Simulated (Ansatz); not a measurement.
KF:

```xyz
2
Lattice="3.2590 0.0000 0.0000 0.0000 3.2590 0.0000 0.0000 0.0000 3.2590" Properties=species:S:1:pos:R:3 pbc="T T T"
K     0.0000    0.0000    0.0000
F     1.6295    1.6295    1.6295
```

The cell comes from a database or a generator and needn't be the stable form of this composition.

Base run:

| Item | Value |
| --- | --- |
| Program | Ansatz 0.2.0 |
| Functional | RPBE |
| Potentials or basis | all-electron LAPW, scalar-relativistic |
| Cutoff | 189 eV (chosen from the basis error) |
| Basis error allowed | 0.001 eV/atom |
| k mesh | 8 × 8 × 8 |
| Occupations | gaussian, width 0.05 eV |
| Spin | no spin polarisation |

Its results: band gap on the k mesh 6.57 eV, indirect (least direct gap 6.62 eV); pressure 3.2 GPa.

Q: The run is repeated on the same cell with these changes: functional from RPBE to PBE; occupations from gaussian, width 0.05 eV to gaussian, width 0.1 eV. What comes out?

A: Band gap on the k mesh 6.27 eV, indirect (least direct gap 6.32 eV); pressure 0.0 GPa.

A k mesh can miss the band edges.
